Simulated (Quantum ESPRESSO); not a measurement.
# SiO2 (P6_422) in Quantum ESPRESSO: reference runs

Reference runs on SiO2: the cell as given.

All numbers are computed with Quantum ESPRESSO 7.5; they aren't measurements. Logs are shortened: lines on timing, memory, paths and dates and some standing lists are left out, and cuts for length are marked.

**1. Starting point**

The structure is hexagonal, space group P6_422 (No. 181). The conventional cell has a = 5.061 Å, b = 5.061 Å, c = 5.541 Å, α = 90.00°, β = 90.00°, γ = 120.00°. Si (site symmetry 222) has 4 O at 1.61 Å as nearest neighbours. Around O (site symmetry 2) lie 2 Si at 1.61 Å.

The cell comes from a database or a generator and needn't be the stable form of this composition.

**2. Single point, PBE**

Input file pw.in:

```
&CONTROL
  calculation = 'scf'
  prefix = 'pwscf'
  outdir = './tmp'
  pseudo_dir = './pseudo'
  tprnfor = .true.
  tstress = .true.
  disk_io = 'nowf'
/
&SYSTEM
  ibrav = 0
  nat = 9
  ntyp = 2
  ecutwfc = 55
  ecutrho = 440
  nbnd = 33
  occupations = 'smearing'
  smearing = 'fd'
  degauss = 0.00367493
/
&ELECTRONS
  conv_thr = 1.8d-09
  electron_maxstep = 120
  mixing_beta = 0.5
/
ATOMIC_SPECIES
Si    28.0850 Si.pbe-n-rrkjus_psl.1.0.0.UPF
O     15.9990 O.pbe-n-kjpaw_psl.0.1.UPF
CELL_PARAMETERS angstrom
   5.0605222284    0.0000000000    0.0000000000
  -2.5302611142    4.3825408062    0.0000000000
   0.0000000000    0.0000000000    5.5413533100
ATOMIC_POSITIONS crystal
Si     0.5000000000    0.0000000000    0.0000000000
Si     0.5000000000    0.5000000000    0.6666666667
Si     0.0000000000    0.5000000000    0.3333333333
O      0.2086053700    0.7913946300    0.1666666667
O      0.2086053700    0.4172107400    0.5000000000
O      0.4172107400    0.2086053700    0.8333333333
O      0.7913946300    0.2086053700    0.1666666667
O      0.7913946300    0.5827892600    0.5000000000
O      0.5827892600    0.7913946300    0.8333333333
K_POINTS automatic
6 6 5 0 0 0
```

Potentials or basis: SSSP 1.3 efficiency PBE.

Command:

```console
$ OMP_NUM_THREADS=1 mpirun -n 2 pw.x -nk 2 -in pw.in > pw.out
```

pw.out:

```text
This program is part of the open-source Quantum ESPRESSO suite
     for quantum simulation of materials; please cite
         "P. Giannozzi et al., J. Phys.:Condens. Matter 21 395502 (2009);
         "P. Giannozzi et al., J. Phys.:Condens. Matter 29 465901 (2017);
         "P. Giannozzi et al., J. Chem. Phys. 152 154105 (2020);
     in publications or presentations arising from this work. More details at

     file O.pbe-n-kjpaw_psl.0.1.UPF: wavefunction(s)  2P renormalized
     Message from routine setup:
     using ibrav=0 with symmetry is DISCOURAGED, use correct ibrav instead
[... 6 lines left out ...]
     --------------------
     sticks:   dense  smooth     PW     G-vecs:    dense   smooth      PW
     Sum        2773    1393    385               129357    45793    6927

     Using Slab Decomposition

     bravais-lattice index     =            0
     lattice parameter (alat)  =       9.5630  a.u.
     unit-cell volume          =     829.3422 (a.u.)^3
     number of atoms/cell      =            9
     number of atomic types    =            2
     number of electrons       =        48.00
     number of Kohn-Sham states=           33
     kinetic-energy cutoff     =      55.0000  Ry
     charge density cutoff     =     440.0000  Ry
     scf convergence threshold =      1.8E-09
     mixing beta               =       0.5000
     number of iterations used =            8  plain     mixing
     Exchange-correlation= SLA  PW   PBX  PBC
                           (   1   4   3   4   0   0   0)

     celldm(1)=   9.563001  celldm(2)=   0.000000  celldm(3)=   0.000000
     celldm(4)=   0.000000  celldm(5)=   0.000000  celldm(6)=   0.000000

     crystal axes: (cart. coord. in units of alat)
               a(1) = (   1.000000   0.000000   0.000000 )
               a(2) = (  -0.500000   0.866025   0.000000 )
               a(3) = (   0.000000   0.000000   1.095016 )

     reciprocal axes: (cart. coord. in units 2 pi/alat)
               b(1) = (  1.000000  0.577350 -0.000000 )
               b(2) = (  0.000000  1.154701  0.000000 )
               b(3) = (  0.000000 -0.000000  0.913229 )

     PseudoPot. # 1 for Si read from file:
     Si.pbe-n-rrkjus_psl.1.0.0.UPF
     Pseudo is Ultrasoft + core correction, Zval =  4.0
     Generated using "atomic" code by A. Dal Corso  v.5.1
     Using radial grid of 1141 points,  6 beta functions with:
                l(1) =   0
                l(2) =   0
                l(3) =   1
                l(4) =   1
                l(5) =   2
                l(6) =   2
     Q(r) pseudized with 0 coefficients

     PseudoPot. # 2 for O  read from file:
     O.pbe-n-kjpaw_psl.0.1.UPF
     Pseudo is Projector augmented-wave + core cor, Zval =  6.0
     Generated using "atomic" code by A. Dal Corso  v.5.0.99 svn rev. 10869
     Shape of augmentation charge: BESSEL
     Using radial grid of 1095 points,  4 beta functions with:
                l(1) =   0
                l(2) =   0
                l(3) =   1
                l(4) =   1
     Q(r) pseudized with 0 coefficients

     atomic species   valence    mass     pseudopotential
     Si                4.00    28.08500     Si( 1.00)
     O                 6.00    15.99900     O ( 1.00)

     12 Sym. Ops. (no inversion) found ( 8 have fractional translation)

   Cartesian axes

     site n.     atom                  positions (alat units)
         1        Si     tau(   1) = (   0.5000000   0.0000000   0.0000000  )
         2        Si     tau(   2) = (   0.2500000   0.4330127   0.7300107  )
         3        Si     tau(   3) = (  -0.2500000   0.4330127   0.3650054  )
         4        O      tau(   4) = (  -0.1870919   0.6853679   0.1825027  )
         5        O      tau(   5) = (   0.0000000   0.3613151   0.5475080  )
         6        O      tau(   6) = (   0.3129081   0.1806575   0.9125134  )
         7        O      tau(   7) = (   0.6870919   0.1806575   0.1825027  )
         8        O      tau(   8) = (   0.5000000   0.5047103   0.5475080  )
         9        O      tau(   9) = (   0.1870919   0.6853679   0.9125134  )

     number of k points=    21  Fermi-Dirac smearing, width (Ry)=  0.0037
                       cart. coord. in units 2pi/alat
        k(    1) = (   0.0000000   0.0000000   0.0000000), wk =   0.0111111
        k(    2) = (   0.0000000   0.0000000   0.1826457), wk =   0.0222222
        k(    3) = (   0.0000000   0.0000000   0.3652914), wk =   0.0222222
        k(    4) = (   0.0000000   0.1924501   0.0000000), wk =   0.0666667
        k(    5) = (   0.0000000   0.1924501   0.1826457), wk =   0.1333333
        k(    6) = (   0.0000000   0.1924501   0.3652914), wk =   0.1333333
[... 13 lines left out ...]
        k(   20) = (   0.3333333   0.5773503   0.1826457), wk =   0.0444444
        k(   21) = (   0.3333333   0.5773503   0.3652914), wk =   0.0444444

     Dense  grid:   129357 G-vectors     FFT dimensions: (  64,  64,  72)

     Smooth grid:    45793 G-vectors     FFT dimensions: (  45,  45,  54)

     Initial potential from superposition of free atoms

     starting charge      47.9983, renormalised to      48.0000
     Starting wfcs are   36 randomized atomic wfcs
     Checking if some PAW data can be deallocated...

     Self-consistent Calculation

     iteration #  1     ecut=    55.00 Ry     beta= 0.50
     Davidson diagonalization with overlap
     ethr =  1.00E-02,  avg # of iterations =  3.3

     total energy              =    -284.47187418 Ry
     estimated scf accuracy    <       2.37256699 Ry

     iteration #  2     ecut=    55.00 Ry     beta= 0.50
     Davidson diagonalization with overlap
     ethr =  4.94E-03,  avg # of iterations =  2.0

     total energy              =    -285.20071302 Ry
     estimated scf accuracy    <       0.22918412 Ry

     iteration #  3     ecut=    55.00 Ry     beta= 0.50
     Davidson diagonalization with overlap
     ethr =  4.77E-04,  avg # of iterations =  7.6
[... 43 lines left out ...]
     total energy              =    -285.22419978 Ry
     estimated scf accuracy    <       0.00000003 Ry

     iteration # 10     ecut=    55.00 Ry     beta= 0.50
     Davidson diagonalization with overlap
     ethr =  5.80E-11,  avg # of iterations =  2.2

     total energy              =    -285.22419977 Ry
     estimated scf accuracy    <       0.00000002 Ry

     iteration # 11     ecut=    55.00 Ry     beta= 0.50
     Davidson diagonalization with overlap
     ethr =  4.02E-11,  avg # of iterations =  2.0

     End of self-consistent calculation

          k = 0.0000 0.0000 0.0000 (  5749 PWs)   bands (ev):

   -17.5709 -16.1147 -16.1147 -15.5193 -15.4683 -15.4683  -6.6988  -6.6988
    -3.8690  -3.6000  -3.5046  -3.5046  -1.0325  -1.0097  -1.0097  -0.7069
     0.1261   0.1351   0.1351   0.8712   0.8712   1.3982   1.3982   1.6685
     7.5830  10.8467  10.8467  11.0890  11.0890  11.9738  12.9717  14.0185
    15.0222

          k = 0.0000 0.0000 0.1826 (  5701 PWs)   bands (ev):

   -17.4989 -16.5520 -15.7298 -15.5142 -15.4747 -15.4663  -7.4150  -5.8204
    -3.9140  -3.8080  -3.7550  -3.1344  -1.0803  -0.9576  -0.8376  -0.5973
    -0.0503   0.0611   0.1176   0.3626   0.9936   1.2964   1.7130   1.7365
     7.9449  10.6196  10.7116  10.9637  11.5897  12.2280  12.7629  13.8833
    14.5434

          k = 0.0000 0.0000 0.3653 (  5736 PWs)   bands (ev):
[... 41 lines left out ...]
   -17.2506 -16.5992 -16.0248 -15.5043 -15.4962 -15.4905  -6.9453  -5.8092
    -4.3069  -3.8317  -3.4346  -3.1203  -1.3122  -1.0364  -0.6865  -0.5875
    -0.3051   0.0575   0.1890   0.5294   0.9337   1.1026   1.3774   1.7794
     9.1318  10.7992  11.2025  11.4584  11.6759  12.0524  12.7374  12.9238
    14.1526

          k = 0.0000 0.3849 0.3653 (  5705 PWs)   bands (ev):

   -17.1337 -16.8006 -15.9463 -15.5124 -15.4910 -15.4802  -7.0864  -5.3993
    -4.6934  -3.7330  -3.4580  -3.1210  -1.3018  -1.1867  -0.6448  -0.4628
    -0.3792   0.2188   0.2780   0.4383   0.9056   1.2270   1.3582   1.6637
     9.7883  10.6672  11.1969  11.3799  11.5433  12.2542  12.4468  12.8307
    13.7567

          k = 0.0000-0.5774 0.0000 (  5716 PWs)   bands (ev):

   -17.1263 -16.6773 -16.0911 -15.5103 -15.5006 -15.4963  -6.8491  -5.7620
    -4.1757  -3.8725  -3.7181  -2.8721  -1.2334  -1.1558  -0.6805  -0.5462
    -0.2694  -0.1813   0.1601   0.6791   0.7052   0.8568   1.5106   1.8575
     9.6415  10.4592  11.5261  11.5674  11.5838  11.9961  12.8634  13.6501
    13.7759

          k = 0.0000-0.5774 0.1826 (  5706 PWs)   bands (ev):

   -17.1129 -16.6714 -16.1183 -15.5078 -15.4996 -15.4972  -6.7928  -5.7401
    -4.4692  -3.8242  -3.4672  -3.0145  -1.2718  -1.2333  -0.7117  -0.4643
    -0.2842  -0.0577   0.3423   0.6602   0.6639   0.9540   1.4481   1.7545
     9.8376  10.5789  11.3492  11.7271  11.7348  12.1881  12.5219  12.7862
    13.6878

          k = 0.0000-0.5774 0.3653 (  5732 PWs)   bands (ev):

   -17.0900 -16.6616 -16.1620 -15.5215 -15.4970 -15.4837  -6.6908  -5.7046
    -4.7781  -3.6672  -3.3171  -3.2403  -1.3447  -1.3204  -0.6659  -0.4486
    -0.3007   0.2505   0.4679   0.5691   0.8379   1.1018   1.2463   1.5592
    10.3416  10.8846  11.2034  11.5032  11.8497  12.1540  12.3633  12.6536
    13.2816

          k = 0.1667 0.2887 0.0000 (  5683 PWs)   bands (ev):

   -17.3582 -16.3949 -16.1068 -15.5140 -15.4923 -15.4822  -6.8075  -6.1577
    -4.0029  -3.7294  -3.7171  -3.0900  -1.2572  -1.0317  -0.7547  -0.4329
    -0.3384  -0.0401   0.1522   0.5896   0.8944   1.1002   1.5728   1.6864
     8.6280  10.8585  10.8980  11.4943  11.6243  12.1853  12.5011  13.5291
    14.2938

          k = 0.1667 0.2887 0.1826 (  5716 PWs)   bands (ev):

   -17.3032 -16.5801 -15.9773 -15.5074 -15.4928 -15.4837  -7.0278  -5.8107
    -4.2751  -3.8193  -3.4253  -3.1609  -1.2924  -0.9769  -0.7079  -0.5887
    -0.3045   0.0937   0.1338   0.4706   1.0735   1.1089   1.3805   1.7729
     8.8858  10.8082  11.0783  11.3741  11.6193  12.2302  12.4964  13.3007
    13.8596
[... 43 lines left out ...]
   -17.0116 -16.7320 -16.1767 -15.5130 -15.5084 -15.4860  -6.7760  -5.3340
    -4.9861  -3.7627  -3.4581  -2.9438  -1.3098  -1.0656  -0.9264  -0.2381
    -0.2135  -0.1691   0.2173   0.5115   0.6147   1.2702   1.3357   1.6738
    10.4805  10.5082  11.1159  11.5497  11.7455  12.2845  12.8868  13.0683
    13.3036

          k = 0.3333 0.5774 0.3653 (  5700 PWs)   bands (ev):

   -17.0666 -16.5278 -16.3253 -15.5279 -15.5027 -15.4913  -6.3815  -5.8454
    -5.0010  -3.5923  -3.2799  -3.2792  -1.4010  -1.0482  -1.0082  -0.2617
    -0.1746  -0.1323   0.6185   0.8238   0.8944   1.0907   1.1382   1.3630
    10.4843  10.9899  11.5265  11.5743  11.9535  12.0789  12.2156  12.7448
    13.1149

     the Fermi energy is     5.0243 ev

!    total energy              =    -285.22419977 Ry
     estimated scf accuracy    <          9.0E-10 Ry
     smearing contrib. (-TS)   =       0.00000000 Ry
     internal energy E=F+TS    =    -285.22419977 Ry

     The total energy is F=E-TS. E is the sum of the following terms:
     one-electron contribution =    -119.06294675 Ry
     hartree contribution      =      84.55483783 Ry
     xc contribution           =     -64.48204275 Ry
     ewald contribution        =    -129.26698941 Ry
     one-center paw contrib.   =     -56.96705869 Ry

     convergence has been achieved in  11 iterations

     Forces acting on atoms (cartesian axes, Ry/au):

     atom    1 type  1   force =    -0.00000000    0.00000000    0.00000000
     atom    2 type  1   force =     0.00000000    0.00000000   -0.00000000
     atom    3 type  1   force =     0.00000000    0.00000000   -0.00000000
     atom    4 type  2   force =    -0.00900540    0.00519927    0.00000000
     atom    5 type  2   force =     0.00000000   -0.01039854    0.00000000
     atom    6 type  2   force =    -0.00900540   -0.00519927   -0.00000000
     atom    7 type  2   force =     0.00900540   -0.00519927    0.00000000
     atom    8 type  2   force =    -0.00000000    0.01039854    0.00000000
     atom    9 type  2   force =     0.00900540    0.00519927   -0.00000000

     Total force =     0.025471     Total SCF correction =     0.000028

     Computing stress (Cartesian axis) and pressure

          total   stress  (Ry/bohr**3)                   (kbar)     P=       54.01
   0.00036868  -0.00000000   0.00000000           54.23       -0.00        0.00
  -0.00000000   0.00036868   0.00000000           -0.00       54.23        0.00
   0.00000000   0.00000000   0.00036412            0.00        0.00       53.56

=------------------------------------------------------------------------------=
   JOB DONE.
=------------------------------------------------------------------------------=
```

It took 41 s on 2 MPI ranks of Intel Xeon 6975P-C (Granite Rapids), shared host; peak memory 0.68 GiB.

Results:

- Free energy: -3880.6729 eV
- Pressure: 5.4 GPa
- Largest force: 0.267 eV/Å
- Band gap on the k mesh: 5.72 eV, indirect (least direct gap 5.91 eV)

Forces on the atoms (eV/Å):
```
Si   0.000  0.000  0.000
Si   0.000  0.000  0.000
Si   0.000  0.000  0.000
O   -0.232  0.134  0.000
O    0.000 -0.267  0.000
O   -0.232 -0.134  0.000
O    0.232 -0.134  0.000
O    0.000  0.267  0.000
O    0.232  0.134  0.000
```

Caveat: an odd mesh through Γ misses points on the zone boundary, where band edges often lie.
